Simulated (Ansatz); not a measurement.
Electric field gradients in LiNbO3 under strain

The cell is a COD entry, relaxed with PBE at fixed cell and then changed (z compressed by 3 %, ions relaxed).

```
Li Nb O
1.0
     2.56890    1.48316    4.36458
    -2.56890    1.48316    4.36458
     0.00000   -2.96631    4.36458
Li Nb O
2 2 6
Cartesian
  0.0000 0.0000 9.8203
  0.0000 0.0000 3.2734
  0.0000 0.0000 6.5469
  0.0000 0.0000 0.0000
  -0.6807 1.4832 7.6380
  -0.9441 -1.3310 7.6380
  1.6248 -0.1521 7.6380
  0.9441 1.3310 5.4557
  0.6807 -1.4832 5.4557
  -1.6248 0.1521 5.4557
```

Atom numbers follow the list; atoms alike are taken as one site, whose name carries the number of the first.

Method: Kohn–Sham DFT in Ansatz, PBE, plane waves and PAW, scalar-relativistic, 420 eV cutoff, Γ-centred 7×7×7 k-points, Fermi–Dirac smearing 0.02 eV.

V_zz is the principal component of the electric field gradient with the largest magnitude, η = (V_xx − V_yy)/V_zz and C_Q = eQV_zz/h.

7Li: I = 3/2, Q = -40.10 mb; Nb-93: I = 9/2, Q = -320.0 mb; ¹⁷O: I = 5/2, Q = -25.58 mb. Nuclear quadrupole moments: year-2017 set (Pyykkö).

Q: What field gradients does the calculation give at each kind of site?

A: 

| site | atoms (order as listed) | first shell | V_zz (10²¹ V/m²) | η | C_Q (MHz) |
| --- | --- | --- | --- | --- | --- |
| Li | 1, 2 | 3 O at 1.89 Å; also 6 O at 2.72 Å | 0.28 | 0.00 | -0.276 |
| Nb | 3, 4 | 6 O at 1.96 Å | 2.64 | 0.00 | -20.4 |
| O | 5, 6, 7, 8, 9, 10 | 1 Li at 1.89 Å, 2 Nb at 1.96 Å; also 2 Li at 2.72 Å | -0.68 | 0.91 | 0.418 |

An axis of threefold or higher order runs through Li and Nb, so V_zz lies along it and η is zero.

This high-symmetry form of LiNbO3 is unstable when cold, to polar shifts of Li and Nb. The symmetry of the cell holds that distortion back, wholly or in part, and it would change the field gradients, the more the larger the distortion. Without spin–orbit coupling (the program notes it for Nb) the gradients are little affected as a rule: paired runs on crystals with a gap mostly move them by under 2 % at such atoms. With these PAW files V_zz is typically within 2 to 3 % of all-electron values, but misses above 10 % occur on Li. At this changed cell the PBE pressure is 15 GPa.

The relaxation (4 steps) took 11 s of wall time (39 s of CPU time) and 0.55 GiB at its peak, on 4 threads of Arm Neoverse V1 (aarch64; 8 cores open to the job, memory cap 8.0 GiB, no GPU), a shared host with a load of 0.4 a core.
